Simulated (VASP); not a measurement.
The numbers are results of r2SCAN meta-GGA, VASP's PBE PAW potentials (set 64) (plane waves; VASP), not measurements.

VASP ran on this input.

INCAR:
```
ISPIN=2
ALGO=Normal
SIGMA=0.1   ! width (eV)
EDIFFG=-0.01   ! ionic stop
NELM=100   ! most electronic steps
LASPH=.TRUE.   ! aspherical one-centre terms
LORBIT=10
LMIXTAU=.TRUE.
ISIF=4   ! ions and shape, fixed volume
EDIFF=1E-7
LREAL=.FALSE.   ! projection in real space or not
PREC=Accurate
NSW=30   ! most ionic steps
LCHARG=.FALSE.
LMAXMIX=6
MAGMOM=2.2 0.3
LWAVE=.FALSE.
SYSTEM=CoPt
METAGGA=R2SCAN
ENCUT=520   ! plane-wave cut-off (eV)
ISMEAR=1   ! Methfessel-Paxton
IBRION=2   ! conjugate gradients
```

### KPOINTS
```
Automatic mesh
0
Gamma
14 14 10
0 0 0
```

### POSCAR
```
CoPt
1.0
  2.7309631771   0.0000000000   0.0000000000
  0.0000000000   2.7309631771   0.0000000000
  0.0000000000   0.0000000000   3.8050826014
Co Pt
1 1
Cart
  0.0000000000   0.0000000000   0.0000000000
  1.3654815886   1.3654815886   1.9025413007
```

POTCAR, in this order: Co Pt (PBE.64 set). Program: vasp_std.

The run wrote:

**OSZICAR**
```
       N       E                     dE             d eps       ncg     rms          rms(c)
DAV:   1     0.511433613705E+02    0.51143E+02   -0.90325E+03 12168   0.152E+03
DAV:   2    -0.663678742598E+02   -0.11751E+03   -0.10810E+03 12738   0.292E+02
DAV:   3    -0.710186082260E+02   -0.46507E+01   -0.44685E+01 14154   0.706E+01
DAV:   4    -0.710816935979E+02   -0.63085E-01   -0.62957E-01 14982   0.706E+00
DAV:   5    -0.710834447368E+02   -0.17511E-02   -0.17511E-02 14942   0.123E+00    0.182E+01
DAV:   6    -0.705996787576E+02    0.48377E+00   -0.32433E+01 12478   0.146E+02    0.338E+01
DAV:   7    -0.649056324475E+02    0.56940E+01   -0.12531E+01 15012   0.984E+01    0.656E+00
DAV:   8    -0.649135271666E+02   -0.78947E-02   -0.76016E-01 12902   0.105E+01    0.367E+00
DAV:   9    -0.649259023684E+02   -0.12375E-01   -0.28202E-01 14030   0.101E+01    0.144E+00
DAV:  10    -0.649411517590E+02   -0.15249E-01   -0.41453E-02 13560   0.266E+00    0.636E-01
DAV:  11    -0.649462330251E+02   -0.50813E-02   -0.52068E-03 15010   0.136E+00    0.302E-01
DAV:  12    -0.649482052135E+02   -0.19722E-02   -0.26319E-03 14050   0.782E-01    0.138E-01
DAV:  13    -0.649487326638E+02   -0.52745E-03   -0.78072E-04 14352   0.412E-01    0.827E-02
DAV:  14    -0.649490028196E+02   -0.27016E-03   -0.43880E-04 15868   0.311E-01    0.437E-02
DAV:  15    -0.649490298413E+02   -0.27022E-04   -0.60956E-05 15544   0.131E-01    0.297E-02
DAV:  16    -0.649490427653E+02   -0.12924E-04   -0.34023E-05 15914   0.952E-02    0.175E-02
DAV:  17    -0.649490409478E+02    0.18175E-05   -0.93505E-06 16112   0.467E-02    0.946E-03
DAV:  18    -0.649490408358E+02    0.11210E-06   -0.18329E-06 14894   0.170E-02    0.427E-03
DAV:  19    -0.649490414649E+02   -0.62918E-06   -0.71955E-07 13348   0.123E-02    0.189E-03
DAV:  20    -0.649490413313E+02    0.13362E-06   -0.21358E-07  9484   0.694E-03    0.103E-03
DAV:  21    -0.649490412669E+02    0.64394E-07   -0.22495E-07  7628   0.668E-03
   1 F= -.64949041E+02 E0= -.64948908E+02  d E =-.649490E+02  mag=     2.4429
       N       E                     dE             d eps       ncg     rms          rms(c)
DAV:   1    -0.649526817903E+02   -0.36405E-02   -0.18115E-01 12768   0.380E+00    0.387E-01
DAV:   2    -0.649516347197E+02    0.10471E-02   -0.87247E-03 14666   0.276E+00    0.534E-01
DAV:   3    -0.649502568269E+02    0.13779E-02   -0.55918E-03 14792   0.243E+00    0.198E-01
DAV:   4    -0.649500183384E+02    0.23849E-03   -0.90444E-04 14062   0.465E-01    0.702E-02
DAV:   5    -0.649500624341E+02   -0.44096E-04   -0.98739E-05 14458   0.178E-01    0.236E-02
DAV:   6    -0.649500614483E+02    0.98580E-06   -0.18016E-05 17138   0.544E-02    0.139E-02
DAV:   7    -0.649500639232E+02   -0.24749E-05   -0.72560E-06 14106   0.375E-02    0.673E-03
DAV:   8    -0.649500660221E+02   -0.20989E-05   -0.16902E-06 14538   0.216E-02    0.348E-03
DAV:   9    -0.649500656493E+02    0.37285E-06   -0.35003E-07 13100   0.835E-03    0.196E-03
DAV:  10    -0.649500659320E+02   -0.28275E-06   -0.85809E-08  6964   0.464E-03    0.142E-03
DAV:  11    -0.649500661060E+02   -0.17392E-06   -0.23326E-07  7734   0.694E-03    0.712E-04
DAV:  12    -0.649500661580E+02   -0.52064E-07   -0.78166E-08  6632   0.308E-03
   2 F= -.64950066E+02 E0= -.64949980E+02  d E =-.102489E-02  mag=     2.4376
       N       E                     dE             d eps       ncg     rms          rms(c)
DAV:   1    -0.649510106148E+02   -0.94451E-03   -0.54196E-02 12756   0.208E+00    0.211E-01
DAV:   2    -0.649506743486E+02    0.33627E-03   -0.25088E-03 14726   0.150E+00    0.284E-01
DAV:   3    -0.649502805289E+02    0.39382E-03   -0.16207E-03 14782   0.131E+00    0.109E-01
DAV:   4    -0.649502041813E+02    0.76348E-04   -0.27208E-04 14094   0.259E-01    0.375E-02
DAV:   5    -0.649502182994E+02   -0.14118E-04   -0.29877E-05 14528   0.985E-02    0.123E-02
DAV:   6    -0.649502187228E+02   -0.42341E-06   -0.54841E-06 17024   0.298E-02    0.735E-03
DAV:   7    -0.649502193829E+02   -0.66008E-06   -0.22663E-06 14114   0.207E-02    0.382E-03
DAV:   8    -0.649502204897E+02   -0.11068E-05   -0.56644E-07 13608   0.125E-02    0.189E-03
DAV:   9    -0.649502202117E+02    0.27801E-06   -0.95120E-08  7456   0.473E-03    0.108E-03
DAV:  10    -0.649502203602E+02   -0.14859E-06   -0.45028E-08  6222   0.266E-03    0.783E-04
DAV:  11    -0.649502204092E+02   -0.48962E-07   -0.83315E-08  6194   0.388E-03
   3 F= -.64950220E+02 E0= -.64950153E+02  d E =-.117914E-02  mag=     2.4351
```

OUTCAR:
```
------------------------ aborting loop because EDIFF is reached ----------------------------------------
  FORCE on cell =-STRESS in cart. coord.  units (eV):
  Direction    XX          YY          ZZ          XY          YZ          ZX
  --------------------------------------------------------------------------------------
  Total       -2.0658582     -2.0658582     -2.0635044      0.0000000      0.0000000      0.0000000
  in kB     -116.6313538   -116.6313538   -116.4984626      0.0000000      0.0000000      0.0000000
  external PRESSURE =    -116.5870567 kB  Pullay stress =       0.0000000 kB
  volume of cell :       28.38
      direct lattice vectors                 reciprocal lattice vectors
     2.720678230  0.000000000  0.000000000     0.367555409  0.000000000  0.000000000
     0.000000000  2.720678230 -0.000000000    -0.000000000  0.367555409  0.000000000
     0.000000000 -0.000000000  3.833905595    -0.000000000  0.000000000  0.260830627
 POSITION                                       TOTAL-FORCE (eV/Angst)
 -----------------------------------------------------------------------------------
      0.00000      0.00000      0.00000         0.000000      0.000000      0.000000
      1.36034      1.36034      1.91695         0.000000     -0.000000      0.000000
 -----------------------------------------------------------------------------------
    total drift:                               -0.000000      0.000000      0.000000
  FREE ENERGIE OF THE ION-ELECTRON SYSTEM (eV)
  ---------------------------------------------------
  free  energy   TOTEN  =       -64.9502204092 eV

  energy  without entropy=      -64.9500194019  energy(sigma->0) =      -64.95015341

 total charge

# of ion       s       p       d       tot
------------------------------------------
    1        0.405   0.414   7.111   7.929
    2        0.695   0.602   8.040   9.336
--------------------------------------------------
tot          1.100   1.015  15.150  17.265

 magnetization (x)

# of ion       s       p       d       tot
------------------------------------------
    1        0.009  -0.016   2.221   2.213
    2       -0.015  -0.073   0.386   0.298
--------------------------------------------------
tot         -0.006  -0.089   2.607   2.512

 reached required accuracy - stopping structural energy minimisation
```
(Selected blocks of OUTCAR.)

File CONTCAR:
```
CoPt
   1.00000000000000
     2.7206782296436174    0.0000000000000000    0.0000000000000000
     0.0000000000000000    2.7206782296436174   -0.0000000000000000
     0.0000000000000000   -0.0000000000000000    3.8339055949633405
  Co              Pt
     1     1
Direct
     0.0000000000000000    0.0000000000000000    0.0000000000000000
     0.5000000000000000    0.5000000000000000    0.5000000000000000
```

OUTCAR:
```
 val. band max:        9.5487583854   @ k =   0.5000   0.3571   0.1000

 cond. band min:       9.5569110411   @ k =   0.2143   0.0000   0.5000


 Fermi energy:         9.5533751656

 spin component 1

 k-point     1 :       0.0000    0.0000    0.0000
  band No.  band energies     occupation
      1      -0.0022      1.00000
      2       3.3578      1.00000
      3       3.3947      1.00000
      4       5.7140      1.00000
      5       5.7140      1.00000
      6       5.9765      1.00000
      7       6.5109      1.00000
      8       7.3736      1.00000
      9       8.6279      1.00000
     10       8.6279      1.00000
     11       8.9700      1.00000
     12      11.6009      0.00000
     13      18.5477      0.00000
     14      21.9937      0.00000

 k-point     2 :       0.0714    0.0000    0.0000
  band No.  band energies     occupation
      1       0.1344      1.00000
      2       3.4188      1.00000
      3       3.4988      1.00000
      4       5.6750      1.00000
      5       5.7433      1.00000
      6       6.0129      1.00000
      7       6.4866      1.00000
      8       7.3764      1.00000
      9       8.2304      1.00000
     10       8.6055      1.00000
     11       8.8513      1.00000
     12      12.1075      0.00000
     13      18.4948      0.00000
     14      21.1709      0.00000

 k-point     3 :       0.1429    0.0000    0.0000
  band No.  band energies     occupation
      1       0.5285      1.00000
      2       3.5595      1.00000
      3       3.8331      1.00000
      4       5.5646      1.00000
      5       5.8286      1.00000
      6       6.1093      1.00000
      7       6.4195      1.00000
      8       7.3994      1.00000
      9       7.4574      1.00000
     10       8.5341      1.00000
     11       8.5398      1.00000
     12      13.2127      0.00000
     13      18.1669      0.00000
     14      19.6728      0.00000

...
```

Unless said otherwise, spin-orbit coupling is left out, though it shifts the bands of the heavy elements here.

The compound is CoPt in the L1_0 structure. This cell is one point of a volume scan, at 1.06 of the reference volume. Symmetry was kept, so distortions that lower it aren't found.
